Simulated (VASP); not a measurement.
Wanted: the native input for a VASP 6.6.1 run.

```yaml
Task: single point
Functional: PBEsol
Potentials_or_basis: VASP PAW PBE potentials, release 64 (Ti_sv, B)
Cutoff: 520 eV
k_mesh: 22 × 22 × 22
Occupations: gaussian, width 0.15 eV
Spin: no spin polarisation
Dipole_correction: no
Further_INCAR_settings: ALGO = Fast; EDIFF = 1e-07; NBANDS = 14
```

The structure of TiB lies in POSCAR:

```
TiB
1.0
    0.0000000000      1.9771166967      2.3725400360
    1.9771166967      0.0000000000      2.3725400360
    1.9771166967      1.9771166967      0.0000000000
Ti B
1 1
Direct
    0.7500000000      0.7500000000      0.7500000000
    0.0000000000      0.0000000000      0.0000000000
```

The input as run:

INCAR

```
SYSTEM = TiB
  PREC = Accurate
  ENCUT = 520
  EDIFF = 1E-7
  ISMEAR = 0
  SIGMA = 0.15
  LREAL = .FALSE.
  LASPH = .TRUE.
  NELM = 100
  ALGO = Fast
  ISIF = 2
  LWAVE = .FALSE.
  LCHARG = .FALSE.
  GGA = PS
  NBANDS = 14
```

KPOINTS

```
regular mesh
0
G
  22 22 22
  0 0 0
```

Potentials or basis: VASP PAW PBE potentials, release 64 (Ti_sv, B).

Launch:

```console
$ cat potpaw_PBE.64/Ti_sv/POTCAR potpaw_PBE.64/B/POTCAR > POTCAR
$ mpirun -np 1 vasp_std > vasp.out
```

Results of the run:

* Pressure: 108.0 GPa
* Band gap on the k mesh: none (metal or under the smearing width)

Caveat: a pressure of tens of GPa on the cell as given is suspect, and the run, the potentials or the cell itself is likely at fault; the PAW data sets were made with another functional, which shifts forces and pressure a little.

It took 2 min on 1 thread of Intel(R) Xeon(R) 6975P-C (Granite Rapids), with other jobs on the host, peak memory 0.33 GiB.
